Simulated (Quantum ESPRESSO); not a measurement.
# MoS2: equation of state with PBEsol

MoS2, a slab with vacuum:

```xyz
6
Lattice="3.1845 0.0000 0.0000 -1.5923 2.7579 0.0000 0.0000 0.0000 21.6705" Properties=species:S:1:pos:R:3 pbc="T T T"
Mo    0.0000    1.8386   18.4451
Mo    1.5923    0.9193    3.2254
S     1.5923    0.9193   16.8949
S     0.0000    1.8386    1.6741
S     1.5923    0.9193   19.9965
S     0.0000    1.8386    4.7756
```

```json
{"Program": "Quantum ESPRESSO 7.5", "Task": "equation of state", "Functional": "PBEsol", "Potentials or basis": "GBRV 1.5 PBEsol", "Cutoff": "612 eV", "Density cutoff": "4898 eV", "k mesh": "10 × 10 × 2", "Occupations": "fermi-dirac, width 0.05 eV", "Spin": "no spin polarisation", "Mixing beta": "0.5", "Most SCF iterations": "120", "SCF threshold": "1.2e-09 Ry"}
```

```yaml
Equilibrium_volume: 31.00 Å³/atom
Bulk_modulus_at_fixed_shape_and_positions: 88 GPa
Pressure_derivative_of_the_bulk_modulus: 4.4
```

Energy against volume, from the lowest point:
| volume (Å³/atom) | energy (meV/atom) |
| --- | --- |
| 29.817 | 13.20 |
| 30.452 | 2.67 |
| 31.086 | 0.00 |
| 31.721 | 4.34 |
| 32.355 | 14.98 |
| 32.990 | 31.26 |
| 33.624 | 52.60 |

All runs of the series together: 9.6 min on 2 threads of Arm Neoverse V2 (shared host).

Caveat: the cell was scaled at fixed shape and fractional positions, which overstates the stiffness of a crystal with free parameters, most of all of layers and chains.
